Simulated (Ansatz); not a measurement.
# Rb (Im-3m) in Ansatz: settings compared, part 2 of 2

Ansatz 0.2.0. The steps go on from the part before.

**4. Band structure, revPBE+D4 (cell stretched)**

Input file input.yaml:

```yaml
crystal:
  lattice: { a: 5.2288909705, b: 5.2288909705, c: 5.2288909705, alpha: 109.4712206345, beta: 109.4712206345, gamma: 109.4712206345 }
  atoms:
    - { symbol: Rb, position: [0.0, 0.0, 0.0] }
kpoints:
  mp_grid: { grid: [7, 7, 7] }
  band_path:
    path:
      - [0.0, 0.0, 0.0]
      - [0.5, -0.5, 0.5]
      - [0.0, 0.0, 0.5]
      - [0.0, 0.0, 0.0]
      - [0.25, 0.25, 0.25]
      - [0.5, -0.5, 0.5]
    npoints: 6
scf:
  occupations: { method: gaussian, width: 0.1 }
hamiltonian:
  xc: revpbe
  dispersion: d4
  pseudopotentials:
    kind: all_electron
    lapw: { basis_error: 0.001 }
    nuclear_model: point
output:
  forces: true
  stress: true
  eigenvalues: true
basis:
  xc_grid: 3
```

Potentials or basis: all-electron LAPW, point nuclei.

Run with:

```sh
ansatz run input.yaml --threads 1 --pin off --max-ram 2560MiB --backend cpu --events-out ev --progress --plain --runs-dir out
```

The program printed:

```text
Warning: RAYON_NUM_THREADS=1 ignored (pool sized by the plan → 1); use --threads N
LAPW: plane waves up to 3.293 Å⁻¹, error target 1.0e-3 eV per atom; small_component_spin mean_spin; Rb in spheres of 2.614 Å, 9 of its electrons in bands, Dirac shells [] (how accurate: hamiltonian.pseudopotentials.lapw.basis_error, Limitations)
Engine: ansatz 0.2.0, aarch64-unknown-linux-gnu
Pseudopotentials: kind: all_electron
Pseudopotential: Rb, LAPW, valence charge 9, lapw/all_electron/scalar/Rb, Koelling and Harmon's equation, point nucleus
Functional definition: revPBE
  parameter kappa = 1.245
  parameter beta = 0.06672455060314922
  exchange = pbe_x(kappa = kappa, mu = beta*pi^2/3)
  correlation = pbe_c(beta = beta)
Crystal: 1 atoms, lattice volume = 110.054 Å³
Basis set: ecut = 41.32701653145916 eV, 79 PW (Γ), exchange–correlation at level 3
Bands: 9, of which v1, the nominal top of the filled ones, is band 5 counted from 1 (4 counted from 0)
Symmetry: 48 space group operations
Space group: Im-3m (ITA 229), of the structure as read, at distance tolerance 4.8e-5 Å
k-points: 20 of 343
Non-local potential: Rb, projectors of the file, none
[... 22 lines left out ...]
  E_kinetic    = 83411.227916
  E_xc         = -2748.319911
  E_electrostatic = -161791.119380  (all electrons and nuclei)
  E_disp       = -0.070571  (pairwise vdW)
  E_smearing   = -0.005565  (= −TS)
  E_closure    = 0.000000  (closes the sum)
  E_atoms      = -81127.408689  (free atoms, spherical and without spin; not in F)
  Σ components = -81128.287512   (vs F -81128.287512, Δ=0.00e0)
  Basis errors (estimates in eV, not in F): energy 2.5e-4 per atom: plane waves 2.5e-4 (1.3e-4 summed), levels above the bands 0.0e0, relativity 3.1e-9, radial functions 3.8e-6, core shells 9.5e-8; eigenvalues (radial functions only) 6.4e-6; not estimated: angular momenta, meshes, grids; target (lapw.basis_error) 1.0e-3; muffin-tin radii Rb 2.614 Å
--- Forces (eV/Å), atoms counted from 1 ---
  atom   1  Rb     0.00000000    -0.00000000     0.00000000
  max |Σ_I F_I| component: 6.50e-34 eV/Å
--- Stress (GPa, compression-positive) ---
       -0.308632      -0.000000       0.000000
        0.000000      -0.308632       0.000000
       -0.000000       0.000000      -0.308632
  P = ⅓ Tr σ = -0.3086 GPa (-3.086 kbar)
--- Band table (eV; the first three rows and the last of 20) ---
  k-point 0: bands = ["-27.2527", "-11.3135", "-11.3135", "-11.3135", "0.1009", "5.3581", "5.3581", "5.3581", "6.1492"]
  k-point 1: bands = ["-27.2524", "-11.3223", "-11.3165", "-11.3134", "0.3025", "4.9334", "5.0854", "5.5288", "5.9183"]
  k-point 2: bands = ["-27.2517", "-11.3421", "-11.3234", "-11.3133", "0.8800", "3.9092", "4.6595", "5.9918", "6.0210"]
  k-point 19: bands = ["-27.2500", "-11.3474", "-11.3460", "-11.3460", "2.9288", "3.2398", "4.5174", "4.6098", "4.6098"]
```

bands.tsv:

```text
# k_distance	band_0	band_1	band_2	band_3	band_4	band_5	band_6	band_7	band_8
# fermi_ev = 1.818802
# lock_threshold_ev = 1e-6
# [0, 0, 0] at k_distance = 0.000000
# [0.5, -0.5, 0.5] at k_distance = 1.040641
# [0, 0, 0.5] at k_distance = 1.776485
# [0, 0, 0] at k_distance = 2.512330
# [0.25, 0.25, 0.25] at k_distance = 3.413551
# [0.5, -0.5, 0.5] at k_distance = 4.314773
# levels_relative_to = fermi_ev
# free_energy_ev = -81128.287512
# largest_residual_norms_ev = 8.016e-4 6.105e-4 8.745e-4 7.497e-4 8.200e-4 1.181e-3 1.400e-3 1.650e-3 1.419e-3
0.000000	-29.071489	-13.132280	-13.132280	-13.132280	-1.717885	3.539275	3.539275	3.539275	4.330427
0.173440	-29.071282	-13.136265	-13.134433	-13.134433	-1.580156	3.366095	3.366095	3.628756	3.808437
0.346880	-29.070728	-13.145920	-13.140482	-13.140482	-1.178135	2.993409	3.063333	3.063333	3.890399
0.520320	-29.070002	-13.156131	-13.148943	-13.148943	-0.545510	2.288794	2.848394	2.848394	4.015862
0.693761	-29.069311	-13.163020	-13.157663	-13.157663	0.250358	1.767146	2.769264	2.769264	3.119950
0.867201	-29.068828	-13.165955	-13.164192	-13.164192	1.025987	1.449232	2.704908	2.785835	2.785835
[... 23 lines left out ...]
4.164569	-29.068781	-13.166793	-13.166793	-13.162294	1.278543	1.278543	2.357736	2.969260	2.969260
4.314773	-29.068656	-13.166612	-13.166612	-13.166612	1.342604	1.342604	2.809464	2.809464	2.809464
```

It took 1.4 s on 1 thread of Arm Neoverse V1, shared host; peak memory 0.19 GiB.

What came out:

```
Free energy             : -81128.2875 eV
Pressure                : -0.3 GPa
Band gap along the path : none (metal or under the smearing width)
```

Levels at the corners of the path, in eV from the Fermi level:
| point | band 2 | band 3 | band 4 | band 5 | band 6 | band 7 |
| --- | --- | --- | --- | --- | --- | --- |
| Γ | -13.13 | -13.13 | -13.13 | -1.72 | 3.54 | 3.54 |
| H | -13.17 | -13.17 | -13.17 | 1.34 | 1.34 | 2.81 |
| N | -13.18 | -13.15 | -13.13 | 0.29 | 0.64 | 2.55 |
| Γ | -13.13 | -13.13 | -13.13 | -1.72 | 3.54 | 3.54 |
| P | -13.15 | -13.15 | -13.15 | 1.22 | 1.22 | 1.22 |
| H | -13.17 | -13.17 | -13.17 | 1.34 | 1.34 | 2.81 |

Caveat: pairwise dispersion overbinds metals, which lowers pressure and volume.

**5. Overview**

```csv
task,level,potentials or basis,spin,fixed moment (μB),cell,cutoff (eV),smearing,moments locked,basis xc grid,basis error allowed,other keys,pressure (GPa)
projected density of states,LDA,"all-electron LAPW, scalar-relativistic","collinear, ferromagnetic start, moments held on the sites",-,cell strained at random at fixed volume,60,gaussian 0.01 eV,"each atom's moment, at its start value",-,0.0005 eV/atom,-,-
band structure,PBEsol,"all-electron LAPW, scalar-relativistic","collinear, ferromagnetic start",1.0,cell strained at random at fixed volume,48,fermi-dirac 0.15 eV,-,-,0.002 eV/atom,-,0.2
band structure,revPBE+D4,"all-electron LAPW, point nuclei",off,-,cell stretched,41,gaussian 0.1 eV,-,3,0.001 eV/atom,basis.xc_grid = 3,-0.3
```

Alike in all rows: k mesh 7 × 7 × 7.

Caveats: the basis missed its error target (some runs); the SCF stop doesn't bound the stress (some runs); each atom's moment is held at its typed value, so this isn't a free magnetic state (some runs); the total moment is fixed, so each spin has its own Fermi level (some runs); pairwise dispersion overbinds metals, which lowers pressure and volume (some runs).

Compare energies only between runs with the same functional and basis.
